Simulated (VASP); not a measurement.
Set up this calculation in VASP 6.6.1, as the native input.

```yaml
Task: single point
Functional: PBE
Potentials_or_basis: VASP PAW PBE potentials, release 64 (Ga_d, Sb)
Cutoff: 520 eV
k_mesh: 6 × 6 × 6
Occupations: gaussian, width 0.1 eV
Spin: no spin polarisation
Dipole_correction: no
Further_INCAR_settings: ALGO = Normal; EDIFF = 1e-06; NBANDS = 16
```

The structure of GaSb lies in POSCAR:

```
GaSb
1.0
    0.0000000000      3.0686043200      3.0686043200
    3.0686043200      0.0000000000      3.0686043200
    3.0686043200      3.0686043200      0.0000000000
Ga Sb
1 1
Direct
    0.0000000000      0.0000000000      0.0000000000
    0.2500000000      0.2500000000      0.2500000000
```

The cell was built by a generator and isn't the measured one.

These files were run (other wordings do the same):

INCAR

```
SYSTEM = GaSb
  PREC = Accurate
  ENCUT = 520
  EDIFF = 1E-6
  ISMEAR = 0
  SIGMA = 0.1
  LREAL = .FALSE.
  LASPH = .TRUE.
  NELM = 100
  ALGO = Normal
  ISIF = 2
  LWAVE = .FALSE.
  LCHARG = .FALSE.
  GGA = PE
  NBANDS = 16
```

KPOINTS

```
regular mesh
0
G
  6 6 6
  0 0 0
```

Potentials or basis: VASP PAW PBE potentials, release 64 (Ga_d, Sb).

Run with:

```bash
$ cat potpaw_PBE.64/Ga_d/POTCAR potpaw_PBE.64/Sb/POTCAR > POTCAR
$ mpirun -np 1 vasp_std > vasp.out
```

It gave:

The pressure is 2.0 GPa and the band gap on the k mesh is none (metal or under the smearing width).

Caveat: this crystal is a semiconductor, whose small gap the functional closes, so the metal is an error of the method.

It took 9.2 s on 1 thread of Intel(R) Xeon(R) Platinum 8375C CPU @ 2.90GHz (Ice Lake) (shared host), peak memory 0.17 GiB.
